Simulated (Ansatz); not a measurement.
**Ga3H: one candidate of a structure search, part 1 of 2**

Aim: relax a trial structure of Ga3H and see where it ends.

Computed with Ansatz 0.2.0 (DFT PBE, scalar-relativistic, plane waves, PAW, unless a step's input says otherwise).

## Step 1: The structure to begin with

It takes space group Fm-3m (No. 225, cubic). Conventional cell: a = 6.910 Å, b = 6.910 Å, c = 6.910 Å, α = 90.00°, β = 90.00°, γ = 90.00°. Ga (site symmetry -43m) has 4 Ga at 2.99 Å and 4 H at 2.99 Å as nearest neighbours. Ga (site symmetry m-3m) is surrounded by 8 Ga at 2.99 Å. H (site symmetry m-3m) is surrounded by 8 Ga at 2.99 Å.

Structure file:

```
CELL_PARAMETERS angstrom
0.00000 3.45494 3.45494
3.45494 0.00000 3.45494
3.45494 3.45494 0.00000
ATOMIC_POSITIONS crystal
Ga 0.25000 0.25000 0.25000
Ga 0.50000 0.50000 0.50000
Ga 0.75000 0.75000 0.75000
H 0.00000 0.00000 0.00000
```

Recipe of the guess: species swapped into a database cell of YMg3 (Fm-3m, No. 225), with H on the Y sites and Ga on the Mg sites. Lengths come from tabulated atomic sizes and are only a guess.

## Step 2: A first look at the guess

File input.yaml:

```yaml
crystal:
  lattice:
    - [0.0, 3.45494472, 3.45494472]
    - [3.45494472, 0.0, 3.45494472]
    - [3.45494472, 3.45494472, 0.0]
  atoms:
    - { symbol: Ga, position: [0.25, 0.25, 0.25] }
    - { symbol: Ga, position: [0.5, 0.5, 0.5] }
    - { symbol: Ga, position: [0.75, 0.75, 0.75] }
    - { symbol: H, position: [0.0, 0.0, 0.0] }
basis:
  ecutwfc: 420
kpoints:
  mp_grid: { grid: [4, 4, 4] }
hamiltonian:
  xc: pbe
scf:
  occupations: { method: gaussian, width: 0.1 }
  lower_state_search: "off"
output:
  forces: true
  stress: true
  eigenvalues: true
```

Command:

```bash
$ ansatz run input.yaml --threads 1 --pin off --max-ram 2048MiB --backend cpu --events-out ev --progress --plain --runs-dir out
```

The log of the run, cut to the lines that bear on the results:

```text
[...]
SCF converged after 6 iterations
Free energy (F): -11363.101278 eV
[...]
E sigma→0 (E₀):  -11363.096499 eV
Entropy (-TS):   -0.009558 eV (-2.389 meV/atom)
Fermi energy:    5.505705 eV
[...]
--- Forces (eV/Å), atoms counted from 1 ---
  atom   1  Ga    -0.00000000    -0.00000000     0.00000000
  atom   2  Ga     0.00000000    -0.00000000    -0.00000000
  atom   3  Ga     0.00000000    -0.00000000    -0.00000000
  atom   4  H     -0.00000000    -0.00000000    -0.00000000
[...]
--- Stress (GPa, compression-positive) ---
       -7.419969      -0.000000      -0.000000
       -0.000000      -7.419969      -0.000000
       -0.000000      -0.000000      -7.419969
  P = ⅓ Tr σ = -7.4200 GPa (-74.200 kbar)
--- Band table (eV; the first three rows and the last of 8) ---
  k-point 0: bands = ["-9.3615", "-9.3615", "-9.3309", "-9.3309", "-9.3309", "-9.2947", "-9.2947", "-9.2947", "-9.2101", "-9.2101", "-9.1934", "-9.1934", "-9.1719", "-9.1719", "-9.1719", "-3.6015", "3.3016", "4.2709", "6.4051", "6.4137", "6.4137", "6.4137", "6.7416", "6.7416"]
[...]
```

It took 1.5 s on 1 thread of Arm Neoverse V2, shared host; peak memory 0.3 GiB.

The probe gives pressure -7.4 GPa, largest force 0.00 eV/Å, gap on this mesh none (metal). A guess like this is first relaxed loosely on the coarse mesh.

## Step 3: Rough relaxation on the coarse mesh

Edit input.yaml of step 2 so:

```diff
@@ -23 +23,6 @@
   eigenvalues: true
+relax:
+  adjacent_minimum: "off"
+  f_tol: 0.04
+  max_steps: 70
+  cell: { stress_tol: 0.4 }
```

Command:

```bash
$ ansatz run input.yaml --threads 1 --pin off --max-ram 2048MiB --backend cpu --events-out ev --progress --plain --runs-dir out
```

The log of the run:

```text
Warning: RAYON_NUM_THREADS=1 ignored (pool sized by the plan → 1); use --threads N
Engine: ansatz 0.2.0, aarch64-unknown-linux-gnu
Pseudopotentials: kind: paw
Pseudopotential: Ga, paw, valence charge 13, recommended cutoff 420 eV (normal), Ga.paw.azcp
Pseudopotential: H, paw, valence charge 1, recommended cutoff 420 eV (normal), H.paw.azcp
Functional definition: PBE
  parameter kappa = 0.804
  parameter beta = 0.06672455060314922
  exchange = pbe_x(kappa = kappa, mu = beta*pi^2/3)
  correlation = pbe_c(beta = beta)
Crystal: 4 atoms, lattice volume = 82.481 Å³
Basis set: ecut = 420 eV, 1639 PW (Γ), exchange–correlation on 72×72×72 points (8 copies of the dense FFT grid, shifted against one another)
Bands: 24, of which v1, the nominal top of the filled ones, is band 20 counted from 1 (19 counted from 0)
Symmetry: 48 space group operations
Space group: Fm-3m (ITA 225), of the structure as read, at distance tolerance 4.4e-5 Å
k-points: 8 of 64
Non-local potential: Ga, projectors of the file, l = 0: 2, l = 1: 2, l = 2: 3, l = 3: 1
Non-local potential: H, projectors of the file, l = 0: 2, l = 1: 1
PAW form: soft (Blöchl's): semilocal exchange-correlation on the pseudo side does not see the compensation charge
PAW one-centre angular grid: Ga, 590 points (default); XC on 64 Gauss nodes
PAW one-centre angular grid: H, 110 points (default); XC on 64 Gauss nodes
Initial density: superposition of atomic densities (neutral atoms: chi_scale 0, normalization atom), corrected by the library's trained network
Initial wavefunctions: pseudopotential atomic-orbital guess
Functional: x = pbe(κ = 0.804, μ = 0.2195149727645171), c = pbe(β = 0.06672455060314922)
SCF iter   1: F=—  HF=-11363.104054 eV  |F-HF|=—  |Δ(HF+E_count)|=         —  Δρ=2.97e-3  dr2=8.81e-3  ethr=1.77e-3  ⟨swp⟩=5.2  Hψ=750  notcnv=0
preconditioner: auto → none  [insulator: Δε(μ)=0.297 eV  Ē_g=14.457 eV  σ=0.100 eV  W_gap=0.81  n_scr=14 (ndim 8)  ℏωp=25.9 eV  f_vac=0.000  D(μ)=1.91/eV (n_scr^D=14)  ε∞_Penn≈4.2]
SCF iter   2: F=—  HF=-11363.101501 eV  |F-HF|=—  |Δ(HF+E_count)|=   2.55e-3  Δρ=1.01e-3  dr2=1.15e-3  ethr=2.20e-5  ⟨swp⟩=3.0  Hψ=417  notcnv=0
SCF iter   3: F=—  HF=-11363.101211 eV  |F-HF|=—  |Δ(HF+E_count)|=   2.89e-4  Δρ=5.24e-4  dr2=1.12e-4  ethr=2.87e-6  ⟨swp⟩=2.0  Hψ=347  notcnv=0
SCF iter   4: F=—  HF=-11363.101273 eV  |F-HF|=—  |Δ(HF+E_count)|=   6.14e-5  Δρ=1.56e-4  dr2=1.04e-5  ethr=2.80e-7  ⟨swp⟩=2.0  Hψ=210  notcnv=0
SCF iter   5: F=—  HF=-11363.101278 eV  |F-HF|=—  |Δ(HF+E_count)|=   5.30e-6  Δρ=2.67e-5  dr2=2.89e-7  ethr=2.59e-8  ⟨swp⟩=3.0  Hψ=354  notcnv=0
SCF iter   6: F=-11363.101278 eV  HF=-11363.101278 eV  |F-HF|=1.39e-8  |Δ(HF+E_count)|=   8.55e-8  Δρ=4.70e-6  dr2=6.47e-9  ethr=2.50e-10  ⟨swp⟩=5.5  Hψ=868  notcnv=0
SCF 1 converged in 6 iterations: F = -11363.101278 eV  dr2 = 6.47e-9
relax step   1: F+E_penalty+E_count = -11363.10127826 eV  Δ(F+E_penalty+E_count) = +0.000e0 eV  max|allowed force component| = 5.204e-18 eV/Å  Δτ_max = 0.0000 Å  P = -7.420 GPa  Ω = 82.481 Å³  (6 SCF iters, dr2 threshold 1.00e-7 eV, accepted)
Crystal: 4 atoms, lattice volume = 70.997 Å³
Basis set: ecut = 420 eV, 1411 PW (Γ), exchange–correlation on 72×72×72 points (8 copies of the dense FFT grid, shifted against one another)
Initial density: handed on by an earlier stage of this run
Initial wavefunctions: those handed on with the density
iter 1 solved again at ethr=3.77e-5 eV; its pass at ethr=3.10e-3 eV (dr2=1.51e-2 eV) is discarded
SCF iter   1: F=—  HF=-11363.569566 eV  |F-HF|=—  |Δ(HF+E_count)|=         —  Δρ=4.14e-3  dr2=1.54e-2  ethr=3.77e-5  ⟨swp⟩=1.4  Hψ=1042  notcnv=0
preconditioner: auto → Kerker (q_TF=auto, 2.479 Å⁻¹)  [metal: Δε(μ)=0.029 eV  Ē_g=14.749 eV  σ=0.100 eV  W_gap=0.16  n_scr=14 (ndim 8)  ℏωp=27.9 eV  f_vac=0.000  D(μ)=4.13/eV (n_scr^D=50)]
SCF iter   2: F=—  HF=-11363.566878 eV  |F-HF|=—  |Δ(HF+E_count)|=   2.69e-3  Δρ=2.59e-3  dr2=5.32e-3  ethr=3.77e-5  ⟨swp⟩=2.0  Hψ=325  notcnv=0
SCF iter   3: F=—  HF=-11363.566426 eV  |F-HF|=—  |Δ(HF+E_count)|=   4.52e-4  Δρ=1.00e-3  dr2=8.46e-4  ethr=1.33e-5  ⟨swp⟩=2.2  Hψ=356  notcnv=0
SCF iter   4: F=—  HF=-11363.566054 eV  |F-HF|=—  |Δ(HF+E_count)|=   3.72e-4  Δρ=3.61e-4  dr2=7.78e-5  ethr=2.11e-6  ⟨swp⟩=2.0  Hψ=343  notcnv=0
SCF iter   5: F=—  HF=-11363.566063 eV  |F-HF|=—  |Δ(HF+E_count)|=   9.68e-6  Δρ=6.73e-5  dr2=2.34e-6  ethr=1.94e-7  ⟨swp⟩=2.0  Hψ=233  notcnv=0
SCF iter   6: F=-11363.566064 eV  HF=-11363.566064 eV  |F-HF|=1.18e-7  |Δ(HF+E_count)|=   4.75e-7  Δρ=1.49e-5  dr2=1.09e-7  ethr=1.00e-9  ⟨swp⟩=5.5  Hψ=882  notcnv=0
SCF 2 converged in 6 iterations: F = -11363.566064 eV  dr2 = 1.09e-7
relax step   2: F+E_penalty+E_count = -11363.56606362 eV  Δ(F+E_penalty+E_count) = -4.648e-1 eV  max|allowed force component| = 3.296e-17 eV/Å  Δτ_max = 0.0000 Å  P = -5.193 GPa  Ω = 70.997 Å³  energy of the carried Pulay correction = +3.928e-3 eV  (6 SCF iters, dr2 threshold 4.00e-7 eV, accepted)
Crystal: 4 atoms, lattice volume = 60.631 Å³
Basis set: ecut = 420 eV, 1243 PW (Γ), exchange–correlation on 72×72×72 points (8 copies of the dense FFT grid, shifted against one another)
iter 1 solved again at ethr=5.15e-5 eV; its pass at ethr=3.10e-3 eV (dr2=2.06e-2 eV) is discarded
SCF iter   1: F=—  HF=-11363.783915 eV  |F-HF|=—  |Δ(HF+E_count)|=         —  Δρ=5.57e-3  dr2=2.08e-2  ethr=5.15e-5  ⟨swp⟩=1.0  Hψ=1066  notcnv=0
preconditioner: auto → none  [insulator: Δε(μ)=0.425 eV  Ē_g=15.265 eV  σ=0.100 eV  W_gap=0.69  n_scr=14 (ndim 8)  ℏωp=30.2 eV  f_vac=0.000  D(μ)=2.50/eV (n_scr^D=14)  ε∞_Penn≈4.9]
SCF iter   2: F=—  HF=-11363.778104 eV  |F-HF|=—  |Δ(HF+E_count)|=   5.81e-3  Δρ=2.88e-3  dr2=2.30e-3  ethr=5.15e-5  ⟨swp⟩=2.0  Hψ=353  notcnv=0
SCF iter   3: F=—  HF=-11363.777736 eV  |F-HF|=—  |Δ(HF+E_count)|=   3.68e-4  Δρ=1.04e-3  dr2=4.03e-4  ethr=5.76e-6  ⟨swp⟩=2.5  Hψ=362  notcnv=0
SCF iter   4: F=—  HF=-11363.777733 eV  |F-HF|=—  |Δ(HF+E_count)|=   2.70e-6  Δρ=2.45e-4  dr2=1.80e-5  ethr=1.01e-6  ⟨swp⟩=2.0  Hψ=348  notcnv=0
SCF iter   5: F=—  HF=-11363.777723 eV  |F-HF|=—  |Δ(HF+E_count)|=   9.90e-6  Δρ=1.23e-4  dr2=5.55e-6  ethr=4.51e-8  ⟨swp⟩=2.0  Hψ=352  notcnv=0
SCF iter   6: F=-11363.777720 eV  HF=-11363.777720 eV  |F-HF|=5.57e-8  |Δ(HF+E_count)|=   2.93e-6  Δρ=1.35e-5  dr2=7.09e-8  ethr=1.00e-9  ⟨swp⟩=3.4  Hψ=943  notcnv=0
SCF 3 converged in 6 iterations: F = -11363.777720 eV  dr2 = 7.09e-8
relax step   3: F+E_penalty+E_count = -11363.77772010 eV  Δ(F+E_penalty+E_count) = -2.117e-1 eV  max|allowed force component| = 1.446e-17 eV/Å  Δτ_max = 0.0000 Å  P = +0.229 GPa  Ω = 60.631 Å³  energy of the carried Pulay correction = +8.018e-3 eV  (6 SCF iters, dr2 threshold 4.00e-7 eV, accepted)
Basis set: ecut = 420 eV, 1243 PW (Γ), exchange–correlation on 60×60×60 points (8 copies of the dense FFT grid, shifted against one another)
Initial wavefunctions: pseudopotential atomic-orbital guess (no wavefunctions were taken with the density)
iter 1 solved again at ethr=8.05e-8 eV; its pass at ethr=3.10e-3 eV (dr2=3.22e-5 eV) is discarded
SCF iter   1: F=—  HF=-11363.772083 eV  |F-HF|=—  |Δ(HF+E_count)|=         —  Δρ=4.16e-4  dr2=3.08e-5  ethr=8.05e-8  ⟨swp⟩=2.6  Hψ=1236  notcnv=0
preconditioner: auto → none  [insulator: Δε(μ)=0.385 eV  Ē_g=15.355 eV  σ=0.100 eV  W_gap=0.69  n_scr=14 (ndim 8)  ℏωp=30.2 eV  f_vac=0.000  D(μ)=2.50/eV (n_scr^D=14)  ε∞_Penn≈4.9]
SCF iter   2: F=—  HF=-11363.772099 eV  |F-HF|=—  |Δ(HF+E_count)|=   1.66e-5  Δρ=3.25e-4  dr2=2.53e-5  ethr=7.69e-8  ⟨swp⟩=2.0  Hψ=345  notcnv=0
SCF iter   3: F=—  HF=-11363.772115 eV  |F-HF|=—  |Δ(HF+E_count)|=   1.59e-5  Δρ=7.29e-5  dr2=3.31e-6  ethr=6.31e-8  ⟨swp⟩=2.0  Hψ=352  notcnv=0
SCF iter   4: F=—  HF=-11363.772087 eV  |F-HF|=—  |Δ(HF+E_count)|=   2.83e-5  Δρ=1.59e-5  dr2=1.31e-7  ethr=8.27e-9  ⟨swp⟩=2.1  Hψ=352  notcnv=0
SCF iter   5: F=—  HF=-11363.772087 eV  |F-HF|=—  |Δ(HF+E_count)|=   1.13e-8  Δρ=6.89e-6  dr2=1.16e-8  ethr=3.29e-10  ⟨swp⟩=2.2  Hψ=231  notcnv=0
SCF iter   6: F=-11363.772087 eV  HF=-11363.772087 eV  |F-HF|=1.37e-9  |Δ(HF+E_count)|=   1.50e-8  Δρ=1.36e-6  dr2=7.44e-10  ethr=6.40e-12  ⟨swp⟩=4.2  Hψ=717  notcnv=0
SCF 4 converged in 6 iterations: F = -11363.772087 eV  dr2 = 7.44e-10
relax step   4: F+E_penalty+E_count = -11363.77208691 eV  Δ(F+E_penalty+E_count) = +5.633e-3 eV  max|allowed force component| = 1.214e-17 eV/Å  Δτ_max = 0.0000 Å  P = +0.179 GPa  Ω = 60.631 Å³  stress off target by 1.79e-1 GPa  SCF on the basis re-selected at this cell (its energy is not comparable with the rows above)  (6 SCF iters)
basis re-selected at this cell: Δ(F+E_penalty+E_count) = +5.633e-3 eV, ΔP = -0.050 GPa vs the last step (what re-selecting the basis moved, of the pressure what is left beyond the Pulay correction that the steps carried, after the strain that the cell walked since its last selection, with what the two solves' SCF thresholds leave and, on support functions, any second-order correction that the steps lacked; it is no measure of the basis error at this ecutwfc). The dense FFT grid was sized anew with the basis: this SCF ran on 30×30×30 points, the steps before it on 36×36×36, so part of this shift can come from that change (see relax.cell in the input reference). This SCF's stress stands 1.79e-1 GPa from its target on what of the cell is left free (relax.cell.stress_tol is 4.00e-1 GPa) and its largest allowed force component is 1.21e-17 eV/Å (relax.f_tol is 4.00e-2 eV/Å): within both
SCF converged after 6 iterations
Free energy (F): -11363.772087 eV
Harris-Foulkes:  -11363.772087 eV  (|F-HF|=1.37e-9)
Internal energy: -11363.759570 eV  (E = F + TS)
E sigma→0 (E₀):  -11363.765829 eV
Entropy (-TS):   -0.012517 eV (-3.129 meV/atom)
Fermi energy:    8.704395 eV
--- Per-component energies (eV) ---
  E_band       = -132.471621
  E_kinetic    = 356.067654
  E_local      = -5633.094661  (includes V_loc(G=0)·N_el)
  E_nonlocal   = 1268.431704
  E_hartree    = 2640.142327
  E_xc         = -216.444488
  E_vxc        = -185.285241  (∫ρ·V_xc dr)
  E_paw        = -5957.864198  (= ΣΔE_a)
  E_vpaw       = -1218.874338  (= ΣTr[D̂ρ^β])
  E_aug_tail   = -0.001296  (compensation charges beyond the density's cutoff)
  E_ewald      = -3820.996612
  E_smearing   = -0.012517  (= −TS)
  E_closure    = -0.000000  (closes the sum)
  Σ components = -11363.772087   (vs F -11363.772087, Δ=0.00e0)
--- Forces (eV/Å), atoms counted from 1 ---
  atom   1  Ga    -0.00000000    -0.00000000    -0.00000000
  atom   2  Ga     0.00000000    -0.00000000     0.00000000
  atom   3  Ga     0.00000000     0.00000000     0.00000000
  atom   4  H     -0.00000000     0.00000000    -0.00000000
  max |Σ_I F_I| component: 1.16e-18 eV/Å
--- Stress (GPa, compression-positive) ---
        0.179149       0.000000      -0.000000
        0.000000       0.179149      -0.000000
        0.000000      -0.000000       0.179149
  P = ⅓ Tr σ = 0.1791 GPa (1.791 kbar)
--- Band table (eV; the first three rows and the last of 8) ---
  k-point 0: bands = ["-6.1437", "-6.1437", "-6.0574", "-6.0574", "-6.0574", "-5.9962", "-5.9962", "-5.9962", "-5.7800", "-5.7800", "-5.7611", "-5.7611", "-5.7224", "-5.7224", "-5.7224", "-2.1920", "8.0076", "8.1364", "9.7042", "9.7042", "9.7042", "10.2628", "10.2628", "10.2628"]
  k-point 1: bands = ["-6.0984", "-6.0977", "-6.0977", "-6.0920", "-6.0920", "-5.9570", "-5.9570", "-5.9088", "-5.8273", "-5.8273", "-5.7814", "-5.7732", "-5.7732", "-5.7038", "-5.7038", "-1.4623", "4.4906", "7.4711", "8.6698", "8.6698", "9.0537", "10.9233", "10.9233", "11.4789"]
  k-point 2: bands = ["-6.1226", "-6.1226", "-6.0823", "-6.0074", "-6.0074", "-5.9311", "-5.9311", "-5.9157", "-5.9048", "-5.9048", "-5.8058", "-5.7842", "-5.7842", "-5.6915", "-5.6915", "0.4141", "1.1840", "7.6619", "7.8107", "8.3195", "8.3195", "10.3114", "10.3114", "13.9209"]
  k-point 7: bands = ["-6.1204", "-6.1187", "-6.1187", "-6.0356", "-6.0145", "-5.9586", "-5.9586", "-5.8735", "-5.8533", "-5.8533", "-5.8488", "-5.8038", "-5.7312", "-5.7312", "-5.6582", "2.1531", "2.6123", "2.6123", "3.8890", "9.4961", "10.5605", "10.5605", "12.1717", "16.7382"]
--- Relaxed structure (3 steps of the walk, 3 accepted, 1 SCFs on fresh bases) ---
  F+E_penalty+E_count = -11363.77208691 eV   max|allowed force component| = 1.214e-17 eV/Å   (the final SCF, on the basis selected at the relaxed cell)
  cell:  # Å, volume = 60.6310 Å³
    - [1.4776578895397214e-33, 3.1180876098, 3.1180876098000003]
    - [3.1180876098000003, 4.331066227961251e-34, 3.1180876098000003]
    - [3.1180876098000003, 3.1180876098, -8.407363854277723e-34]
  atoms:
    - { symbol: Ga, position: [0.25, 0.25, 0.25] }
    - { symbol: Ga, position: [0.5, 0.5, 0.5] }
    - { symbol: Ga, position: [0.75, 0.7499999999999998, 0.7500000000000001] }
    - { symbol: H, position: [1.3950556938380185e-34, -1.0611713966655477e-34, -6.285734811986076e-35] }
```

Wall time 4.4 s (1 thread of Arm Neoverse V2, shared host); peak memory 0.32 GiB.

Step by step:

```
step  E - E(step 1) (eV/cell)  largest force component (eV/Å)  pressure (GPa)  volume (Å³)
   1                   0.0000                          0.0000           -7.42        82.48
   2                  -0.4648                          0.0000           -5.19        71.00
   3                  -0.6764                          0.0000            0.23        60.63
   4                  -0.6708                          0.0000            0.18        60.63
```

Step 1 is the start. Step 4 repeats the geometry before it on a plane-wave basis chosen anew for that cell, so its energy need not be comparable with the rows above.

Lengths and angles in the start's conventional setting:

|  | before | after | change |
| --- | --- | --- | --- |
| a (Å) | 6.910 | 6.236 | -9.7 % |
| b (Å) | 6.910 | 6.236 | -9.8 % |
| c (Å) | 6.910 | 6.236 | -9.7 % |
| volume (Å³/atom) | 20.62 | 15.16 | -26.5 % |
| shortest distance (Å) | 2.992 | 2.700 | -9.8 % |
| space group (0.01 Å) | Fm-3m | Fm-3m | same |

The run keeps the 48 symmetry operations of the start, so it could not have lowered the symmetry.

(Continued in part 2 of 2.)
